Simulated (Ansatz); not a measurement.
# H11C36N: the cost of one run

Method: DFT PBE, plane waves, PAW, scalar-relativistic, no spin polarisation, in Ansatz 0.2.0.

## Step 1: The structure to begin with

The cell holds 48 atoms (C36H11N): a = 7.573 Å, b = 7.573 Å, c = 16.676 Å, α = 90.00°, β = 90.00°, γ = 60.00°.

The coordinates stand in the first input below.

## Step 2: End point A

File input.yaml:

```yaml
crystal:
  lattice:
    - [7.573114, 0.0, 0.0]
    - [3.786557, 6.558509, 0.0]
    - [0.0, 0.0, 16.676426]
  atoms:
    - { symbol: H, position: [0.1111111, 0.1111111, 0.0599649] }
    - { symbol: H, position: [0.4444444, 0.1111111, 0.0599649] }
    - { symbol: H, position: [0.7777778, 0.1111111, 0.0599649] }
    - { symbol: H, position: [0.1111111, 0.4444444, 0.0599649] }
    - { symbol: H, position: [0.4444444, 0.4444444, 0.0599649] }
    - { symbol: H, position: [0.7777778, 0.4444444, 0.0599649] }
    - { symbol: H, position: [0.1111111, 0.7777778, 0.0599649] }
    - { symbol: H, position: [0.4444444, 0.7777778, 0.0599649] }
    - { symbol: H, position: [0.7777778, 0.7777778, 0.0599649] }
    - { symbol: C, position: [0.1111111, 0.1111111, 0.1259263] }
    - { symbol: C, position: [0.4444444, 0.1111111, 0.1259263] }
    - { symbol: C, position: [0.7777778, 0.1111111, 0.1259263] }
    - { symbol: C, position: [0.1111111, 0.4444444, 0.1259263] }
    - { symbol: C, position: [0.4444444, 0.4444444, 0.1259263] }
    - { symbol: C, position: [0.7777778, 0.4444444, 0.1259263] }
    - { symbol: C, position: [0.1111111, 0.7777778, 0.1259263] }
    - { symbol: C, position: [0.4444444, 0.7777778, 0.1259263] }
    - { symbol: C, position: [0.7777778, 0.7777778, 0.1259263] }
    - { symbol: C, position: [-0.1111111, 0.2222222, 0.1568253] }
    - { symbol: C, position: [0.2222222, 0.2222222, 0.1568253] }
    - { symbol: C, position: [0.5555556, 0.2222222, 0.1568253] }
    - { symbol: C, position: [-0.1111111, 0.5555556, 0.1568253] }
    - { symbol: C, position: [0.2222222, 0.5555556, 0.1568253] }
    - { symbol: C, position: [0.5555556, 0.5555556, 0.1568253] }
    - { symbol: C, position: [-0.1111111, 0.8888889, 0.1568253] }
    - { symbol: C, position: [0.2222222, 0.8888889, 0.1568253] }
    - { symbol: C, position: [0.5555556, 0.8888889, 0.1568253] }
    - { symbol: C, position: [-0.1111111, 0.2222222, 0.2495223] }
    - { symbol: C, position: [0.2222222, 0.2222222, 0.2495223] }
    - { symbol: C, position: [0.5555556, 0.2222222, 0.2495223] }
    - { symbol: C, position: [-0.1111111, 0.5555556, 0.2495223] }
    - { symbol: C, position: [0.2222222, 0.5555556, 0.2495223] }
    - { symbol: C, position: [0.5555556, 0.5555556, 0.2495223] }
    - { symbol: C, position: [-0.1111111, 0.8888889, 0.2495223] }
    - { symbol: C, position: [0.2222222, 0.8888889, 0.2495223] }
    - { symbol: C, position: [0.5555556, 0.8888889, 0.2495223] }
    - { symbol: C, position: [0.0, 0.0, 0.2804213] }
    - { symbol: C, position: [0.3333333, 0.0, 0.2804213] }
    - { symbol: C, position: [0.6666667, 0.0, 0.2804213] }
    - { symbol: C, position: [0.0, 0.3333333, 0.2804213] }
    - { symbol: C, position: [0.3333333, 0.3333333, 0.2804213] }
    - { symbol: C, position: [0.6666667, 0.3333333, 0.2804213] }
    - { symbol: C, position: [0.0, 0.6666667, 0.2804213] }
    - { symbol: C, position: [0.3333333, 0.6666667, 0.2804213] }
    - { symbol: C, position: [0.6666667, 0.6666667, 0.2804213] }
    - { symbol: "N", position: [0.4151174, 0.6137525, 0.3643722] }
    - { symbol: H, position: [0.322947, 0.7290302, 0.4003511] }
    - { symbol: H, position: [0.5072878, 0.4984747, 0.4003511] }
basis:
  ecutwfc: 420.0
kpoints:
  mp_grid: { grid: [2, 2, 1] }
hamiltonian:
  xc: pbe
  pseudopotentials: { kind: paw, azcp: { folder: soft_1 } }
scf:
  occupations: { method: fermi_dirac, width: 0.05 }
  lower_state_search: "off"
relax:
  f_tol: 0.03
  max_steps: 60
  adjacent_minimum: "off"
  constraints:
    - { sites: [0, 1, 2, 3, 4, 5, 6, 7, 8, 9, 10, 11, 12, 13, 14, 15, 16, 17, 18, 19, 20, 21, 22, 23, 24, 25, 26] }
```

The run is started by

```console
$ ansatz run input.yaml --threads 2 --pin off --max-ram 5120MiB --backend cpu --events-out ev --progress --plain --runs-dir out
```

What time and memory should one allow on 2 threads of Arm Neoverse V2, shared host?

About 90 s, with a peak of 1.6 GiB.
